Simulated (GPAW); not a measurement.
The system is CuO.

```
CELL_PARAMETERS angstrom
2.55255 0.00000 0.00000
0.00000 2.55255 0.00000
0.00000 0.00000 2.55255
ATOMIC_POSITIONS crystal
Cu 0.00000 0.00000 0.00000
O 0.50000 0.50000 0.50000
```

Measurements of this composition are mostly on another form, of space group No. 15.

* Program: GPAW 26.7.0
* Task: relaxation of cell and atoms
* Functional: TPSS
* Potentials or basis: GPAW PAW data sets (gpaw-data 1.2.1)
* Cutoff: 800 eV
* Basis: pw
* k mesh: 10 × 10 × 10
* Occupations: fermi-dirac, width 0.05 eV
* Spin: no spin polarisation

At the start: pressure 14.8 GPa; volume 8.32 Å³/atom.

Problem. How do energy, volume and symmetry change on relaxing?

Solution. Over 4 steps the energy falls by 25.9 meV/atom and the volume is 8.86 Å³/atom (+6.5 %); space group Pm-3m (No. 221, to 0.05 Å).

Step by step:
```tsv
step	energy change (eV)	largest force (eV/Å)	pressure (GPa)	volume (Å³)
1	0.0000	0.0000	14.84	16.63
2	-0.0230	0.0000	10.53	16.91
3	-0.0513	0.0000	0.81	17.65
4	-0.0518	0.0000	0.05	17.71
```

Final structure:
```
Cu O
1.0
     2.60677    0.00000    0.00000
     0.00000    2.60677    0.00000
     0.00000    0.00000    2.60677
Cu O
1 1
Direct
  0.00000 0.00000 0.00000
  0.50000 0.50000 0.50000
```

Caveat: with this Cu data set, volumes or pressures lay over 1.5 % or 2 GPa off other programs in two to four cells of ten; later steps reuse the first step's grids; the PAW data sets were made with another functional, which shifts forces and pressure a little; an odd number of electrons without spin polarisation forces a metal; a magnetic or distorted state may lie lower; the run has no spin polarisation, though such a crystal can be magnetic.
